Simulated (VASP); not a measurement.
Input of a VASP 6.6.1 run:

INCAR

```
SYSTEM = PbSe
PREC     = Accurate       ! precision mode
ENCUT    = 520            ! plane-wave cutoff, eV
EDIFF    = 1E-6           ! SCF threshold, eV
ISMEAR   = 0              ! smearing method
SIGMA    = 0.03           ! smearing width, eV
LREAL    = .FALSE.        ! projectors in reciprocal space
LASPH    = .TRUE.         ! aspherical terms in the spheres
NELM     = 80             ! most SCF steps
ALGO     = Normal         ! electronic algorithm
ISIF     = 2              ! what is computed and relaxed
LWAVE    = .FALSE.        ! write WAVECAR
LCHARG   = .TRUE.         ! write CHGCAR
GGA      = PE             ! functional
LELF     = .TRUE.         ! ELF
LVHAR    = .TRUE.       
NBANDS   = 17             ! bands
```

KPOINTS

```
regular mesh
0
G
  10 10 10
  0 0 0
```

File POSCAR:

```
PbSe
1.0
    0.0000000000      3.0621500000      3.0621500000
    3.0621500000      0.0000000000      3.0621500000
    3.0621500000      3.0621500000      0.0000000000
Pb Se
1 1
Direct
    0.0000000000      0.0000000000      0.0000000000
    0.5000000000      0.5000000000      0.5000000000
```

Potentials or basis: VASP PAW PBE potentials, release 64 (Pb_d, Se).

The run is started by

```sh
$ cat potpaw_PBE.64/Pb_d/POTCAR potpaw_PBE.64/Se/POTCAR > POTCAR
$ mpirun -np 1 vasp_std > vasp.out
```

Q: Predict the band gap on the k mesh.

A: 0.30 eV, direct.

Q: Predict the pressure.

A: 2.3 GPa.

Caveat: spin-orbit coupling is left out, which moves the levels of the heavy elements.

**What was measured.**

A printed reference work, monograph reports, for a bulk crystal of PbSe at 300 K: band gap 0.28 eV (direct).

A measured gap of PbSe is 0.28 eV (direct; 300 K; a printed reference work, monograph); the calculated 0.30 eV misses it by +0.02 eV. 2 values of this kind are on record (0.15 to 0.28 eV); this one was drawn at random. Spin-orbit coupling on Pb, Se is left out. The value is that of PBE on a finite k mesh, which can miss the band edges, without temperature or zero-point motion.
